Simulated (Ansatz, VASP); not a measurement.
**One calculation of CdS (Greenockite), two programs**

File INCAR:

```
  PREC = Accurate
  ENCUT = 520
  EDIFF = 1E-7
  ISMEAR = -1
  SIGMA = 0.05
  LREAL = False
  LASPH = True
  NELM = 100
  ALGO = Normal
  ISIF = 2
  LWAVE = False
  LCHARG = True
  GGA = PS
  LELF = True
  LVHAR = True
  NBANDS = 26
```

Contents of KPOINTS:

```
regular mesh
0
Gamma
  7 7 4
```

Contents of POSCAR:

```
CdS
1.0
    4.1500000000      0.0000000000      0.0000000000
   -2.0750000000      3.5940054257      0.0000000000
    0.0000000000      0.0000000000      6.7370000000
Cd S
2 2
Direct
    0.6666666667      0.3333333333      0.5000000000
    0.3333333333      0.6666666667      0.0000000000
    0.6666666667      0.3333333333      0.8750000000
    0.3333333333      0.6666666667      0.3750000000
```

File input.yaml:

```yaml
crystal:
  lattice:
    - [4.15, 0.0, 0.0]
    - [-2.075, 3.5940054257, 0.0]
    - [0.0, 0.0, 6.737]
  atoms:
    - { symbol: Cd, position: [0.6666666667, 0.3333333333, 0.5] }
    - { symbol: Cd, position: [0.3333333333, 0.6666666667, 0.0] }
    - { symbol: S, position: [0.6666666667, 0.3333333333, 0.875] }
    - { symbol: S, position: [0.3333333333, 0.6666666667, 0.375] }
kpoints:
  mp_grid: { grid: [7, 7, 4] }
  band_path:
    path:
      - [0.0, 0.0, 0.0]
      - [0.5, 0.0, 0.0]
      - [0.3333333333, 0.3333333333, 0.0]
      - [0.0, 0.0, 0.0]
      - [0.0, 0.0, 0.5]
      - [0.5, 0.0, 0.5]
      - [0.3333333333, 0.3333333333, 0.5]
      - [0.0, 0.0, 0.5]
    npoints: 6
scf:
  occupations: { method: fermi_dirac, width: 0.05 }
hamiltonian:
  xc: pbesol
  pseudopotentials: { kind: all_electron, lapw: { basis_error: 0.002 } }
output:
  forces: true
  stress: true
  eigenvalues: true
```

Alike in both runs: functional PBEsol; k mesh 7 × 7 × 4; occupations fermi-dirac, width 0.05 eV; no spin polarisation.

```csv
,VASP,Ansatz
version,VASP 6.6.1,Ansatz 0.2.0
potentials or method,"VASP PAW PBE potentials, release 64 (Cd, S)","all-electron LAPW, scalar-relativistic"
plane-wave cutoff (eV),520,see its input
task,single point,band structure
```

Ansatz gave:

```
gap on the k mesh at the Fermi level (eV)       : 1.06
least direct gap on the mesh (eV)               : 1.06
pressure (GPa)                                  : -1.0
largest component of the traceless stress (GPa) : 0.38
rms of the force components (eV/Å)              : 0.038
```

Task: Estimate VASP's values.

Result: gap on the k mesh at the Fermi level (eV): 1.06; least direct gap on the mesh (eV): 1.06; pressure (GPa): -0.6; largest component of the traceless stress (GPa): 0.40; rms of the force components (eV/Å): 0.039.

Atom by atom the forces differ by 0.001 eV/Å (rms over components). Ansatz ran all-electron here, so the differences hold the error of VASP's frozen core and of both bases.

Caveats: the PAW data sets were made with another functional, which shifts forces and pressure a little (VASP). PBEsol gaps usually lie below the measured ones, often by a third to a half.
